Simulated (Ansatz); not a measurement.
Crystal: TiO2.

```
Ti O
1.0
    -2.97316    3.28737    3.28740
     2.97316   -3.28737    3.28740
     2.97316    3.28737   -3.28740
Ti O
4 8
Direct
  0.00000 0.50000 0.00000
  0.00000 0.00000 0.50000
  0.49524 0.24524 0.25000
  0.50475 0.75475 0.75000
  0.69508 0.69523 0.50015
  0.69508 0.19493 0.99985
  0.80452 0.74962 0.05490
  0.19472 0.74962 0.44510
  0.80528 0.25038 0.55490
  0.30492 0.80507 0.00015
  0.19548 0.25038 0.94510
  0.30492 0.30477 0.49985
```

The cell is a database's computed one.

Base run:

- Program: Ansatz 0.2.0
- Functional: PBE
- Potentials or basis: Ansatz PAW
- Cutoff: 420 eV (not typed: the program's choice for these potentials)
- k mesh: 6 × 6 × 6
- Occupations: fermi-dirac, width 0.05 eV
- Spin: no spin polarisation
- Hubbard terms: Ti d U = 1 eV

Its results: band gap on the k mesh 1.94 eV; pressure -0.6 GPa; largest force 0.062 eV/Å.

Task: The run is repeated on the same cell with these changes: hubbard terms from Ti d U = 1 eV to Ti d U = 5 eV. What comes out?

Result: Band gap on the k mesh 2.38 eV; pressure 3.0 GPa; largest force 0.146 eV/Å.
